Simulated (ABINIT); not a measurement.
# AlN (P6_3/mmc) in ABINIT: single point with PBE0

Aim: the single point of AlN with PBE0.

All numbers are computed with ABINIT 10.8.3 (patched build); they aren't measurements. Logs are shortened: lines on timing, memory, paths and dates and some standing lists are left out, and cuts for length are marked. The log counts tension as positive stress, the text compression.

## 1. The structure

The structure is hexagonal, space group P6_3/mmc (No. 194). Conventional cell: a = 3.312 Å, b = 3.312 Å, c = 4.188 Å, α = 90.00°, β = 90.00°, γ = 120.00°. Around Al (site symmetry -6m2) lie 5 N at 1.91 to 2.09 Å. Around N (site symmetry -6m2) lie 5 Al at 1.91 to 2.09 Å.

Measurements of this composition are mostly on another form, of space group No. 186.

## 2. Single point, PBE0

File run.abi:

```
# Pseudopotentials
pp_dirpath "./"
pseudos "Al.upf, N.upf"

# Structure
acell 6.2589916451 6.2589916451 7.9133471996
rprim
     1.0000000000     0.0000000000     0.0000000000
    -0.5000000000     0.8660254038     0.0000000000
     0.0000000000     0.0000000000     1.0000000000
ntypat 2
znucl 13 7
natom 4
typat 1 1 2 2
xcart
     3.1294958228     1.8068152554     1.9783367999
    -0.0000000003     3.6136305113     5.9350103997
     3.1294958228     1.8068152554     5.9350103997
    -0.0000000003     3.6136305113     1.9783367999

# Plane-wave basis
ecut 35.0

# k points
kptopt 1
ngkpt 6 6 4
nshiftk 1
shiftk 0.0 0.0 0.0

# Exchange and correlation
ixc 41

# Bands and occupations
nband 10
occopt 1

# SCF cycle
nstep 60
diemac 6.0
toldfe 1.0e-7

# Output
iomode 3
prtwf 0
prtden 0
prteig 0
prtebands 0
enunit 2
```

Potentials or basis: PseudoDojo NC SR PBE v0.4.1 standard.

Command:

```console
$ mpirun --bind-to none -np 8 abinit run.abi > log 2>&1
```

run.abo:

```text
.Version 10.8.3 of ABINIT
 Symmetries : space group P6_3/m m c (#194); Bravais hP (primitive hexag.)
================================================================================
 Values of the parameters that define the memory need of the present run
     intxc =       0    ionmov =       0      iscf =       7    lmnmax =       6
     lnmax =       6     mgfft =      45  mpssoang =       3    mqgrid =    3001
     natom =       4  nloc_mem =       1    nspden =       1   nspinor =       1
    nsppol =       1      nsym =      24    n1xccc =    2501    ntypat =       2
    occopt =       1   xclevel =       2
       mpw =        2679          nfft =       58320          nkpt =          21
================================================================================
================================================================================

--------------------------------------------------------------------------------
------------- Echo of variables that govern the present computation ------------
--------------------------------------------------------------------------------
 -outvars: echo values of preprocessed input variables --------
            acell      6.2589916451E+00  6.2589916451E+00  7.9133471996E+00 Bohr
              amu      2.69815390E+01  1.40067400E+01
           diemac      6.00000000E+00
             ecut      3.50000000E+01 Hartree
           enunit           2
              ixc          41
                       outvar_i_n : Printing only first  50 k-points.
         kptrlatt        6    0    0      0    6    0      0    0    4
          kptrlen      3.16533888E+01
            natom           4
            nband          10
          nbandhf           8
            ngfft          36      36      45
             nkpt          21
           nkpthf         144
            nstep          60
             nsym          24
           ntypat           2
           prtden           0
        prtebands           0
           prteig           0
            prtwf           0
            rprim      1.0000000000E+00  0.0000000000E+00  0.0000000000E+00
                      -5.0000000000E-01  8.6602540380E-01  0.0000000000E+00
                       0.0000000000E+00  0.0000000000E+00  1.0000000000E+00
          spgroup         194
           toldfe      1.00000000E-07 Hartree
            typat      1  1  2  2
          usefock           1
           xangst      1.6560578698E+00  9.5612545690E-01  1.0468907493E+00
                      -1.3229903157E-11  1.9122509138E+00  3.1406722479E+00
                       1.6560578698E+00  9.5612545690E-01  3.1406722479E+00
                      -1.3229903157E-11  1.9122509138E+00  1.0468907493E+00
            xcart      3.1294958225E+00  1.8068152555E+00  1.9783367999E+00
                      -2.5000893639E-11  3.6136305112E+00  5.9350103997E+00
                       3.1294958225E+00  1.8068152555E+00  5.9350103997E+00
                      -2.5000893639E-11  3.6136305112E+00  1.9783367999E+00
             xred      6.6666666666E-01  3.3333333332E-01  2.5000000000E-01
                       3.3333333332E-01  6.6666666665E-01  7.5000000000E-01
                       6.6666666666E-01  3.3333333332E-01  7.5000000000E-01
[... 135 lines left out ...]
    3     -0.00000000000000    -0.00000000000000    -0.00000000000000
    4     -0.00000000000000    -0.00000000000000    -0.00000000000000
 frms,max,avg= 2.8449502E-26 6.9686534E-26   0.000E+00  0.000E+00  0.000E+00 h/b

 cartesian forces (eV/Angstrom) at end:
    1      0.00000000000000     0.00000000000000    -0.00000000000000
    2     -0.00000000000000    -0.00000000000000     0.00000000000000
    3     -0.00000000000000    -0.00000000000000    -0.00000000000000
    4     -0.00000000000000    -0.00000000000000    -0.00000000000000
 frms,max,avg= 1.4629322E-24 3.5834257E-24   0.000E+00  0.000E+00  0.000E+00 e/A
 length scales=  6.258991645100  6.258991645100  7.913347199600 bohr
              =  3.312115739572  3.312115739572  4.187562997151 angstroms
 Fermi (or HOMO) energy (hartree) =   0.21657   Average Vxc (hartree)=  -0.32141
 Eigenvalues (hartree) for nkpt=  21  k points:
 kpt#   1, nband= 10, wtk=  0.00694, kpt=  0.0000  0.0000  0.0000 (reduced coord)
  -0.46151   -0.32042   -0.05899    0.08642    0.08642    0.15326    0.15326    0.21657
   0.40864    0.45466
 prteigrs : prtvol=0 or 1, do not print more k-points.

 Fermi (or HOMO) energy (eV) =   5.89307   Average Vxc (eV)=  -8.74596
 Eigenvalues (   eV  ) for nkpt=  21  k points:
 kpt#   1, nband= 10, wtk=  0.00694, kpt=  0.0000  0.0000  0.0000 (reduced coord)
 -12.55824   -8.71910   -1.60524    2.35157    2.35157    4.17041    4.17041    5.89307
  11.11971   12.37191
 prteigrs : prtvol=0 or 1, do not print more k-points.

--- !EnergyTerms
iteration_state     : {dtset: 1, }
comment             : Components of total free energy in Hartree
kinetic             :  1.63648283559589E+01
hartree             :  5.64180813153714E+00
xc                  : -6.94148301419077E+00
Ewald energy        : -2.21794904271374E+01
psp_core            :  1.10744317171653E+00
local_psp           : -1.66160366385876E+01
non_local_psp+x     : -2.94999974095911E+00
total_energy        : -2.55729301616623E+01
...

--- !EnergyTermsDC
iteration_state     : {dtset: 1, }
comment             : '"Double-counting" decomposition of free energy'
band_energy         : -7.09261697009998E-01
Ewald energy        : -2.21794904271374E+01
psp_core            :  1.10744317171653E+00
xc_dc               : -3.79152546227720E+00
total_energy_dc     : -2.55728344147081E+01
...

 Cartesian components of stress tensor (hartree/bohr^3)
  sigma(1 1)=  2.00691379E-04  sigma(3 2)=  0.00000000E+00
  sigma(2 2)=  2.00691379E-04  sigma(3 1)=  0.00000000E+00
  sigma(3 3)=  2.20572673E-04  sigma(2 1)=  0.00000000E+00

-Cartesian components of stress tensor (GPa)         [Pressure= -6.0995E+00 GPa]
- sigma(1 1)=  5.90454423E+00  sigma(3 2)=  0.00000000E+00
- sigma(2 2)=  5.90454423E+00  sigma(3 1)=  0.00000000E+00
- sigma(3 3)=  6.48947210E+00  sigma(2 1)=  0.00000000E+00

== END DATASET(S) ==============================================================
================================================================================

 -outvars: echo values of variables after computation  --------
            acell      6.2589916451E+00  6.2589916451E+00  7.9133471996E+00 Bohr
           etotal     -2.5572930162E+01
            fcart      4.3020431658E-29  1.7386500459E-28 -6.9686534382E-26
                      -4.3020431658E-29 -1.7386500459E-28  6.9686534382E-26
                      -0.0000000000E+00 -0.0000000000E+00 -0.0000000000E+00
                      -0.0000000000E+00 -0.0000000000E+00 -0.0000000000E+00
            rprim      1.0000000000E+00  0.0000000000E+00  0.0000000000E+00
                      -5.0000000000E-01  8.6602540380E-01  0.0000000000E+00
                       0.0000000000E+00  0.0000000000E+00  1.0000000000E+00
           strten      2.0069137921E-04  2.0069137905E-04  2.2057267336E-04
                       0.0000000000E+00  0.0000000000E+00  0.0000000000E+00
           xangst      1.6560578698E+00  9.5612545690E-01  1.0468907493E+00
                      -1.3229903157E-11  1.9122509138E+00  3.1406722479E+00
                       1.6560578698E+00  9.5612545690E-01  3.1406722479E+00
                      -1.3229903157E-11  1.9122509138E+00  1.0468907493E+00
             xred      6.6666666666E-01  3.3333333332E-01  2.5000000000E-01
                       3.3333333332E-01  6.6666666665E-01  7.5000000000E-01
                       6.6666666666E-01  3.3333333332E-01  7.5000000000E-01
                       3.3333333332E-01  6.6666666665E-01  2.5000000000E-01
 Calculation completed.
```

It took 25 min on 8 MPI ranks of Arm Neoverse V2, shared host; peak memory 1.1 GiB.

Results:

```
Free energy                                           : -695.8749 eV
Pressure                                              : -6.1 GPa
Band gap on the k mesh                                : 5.23 eV, direct
Valence electrons inside the program's atomic spheres : Al 1.03; N 5.42
```

Stress tensor (GPa, compression positive):
```
-5.90  0.00  0.00
 0.00 -5.90  0.00
 0.00  0.00 -6.49
```

Caveat: the potentials were made for another functional, which shifts forces and pressure.
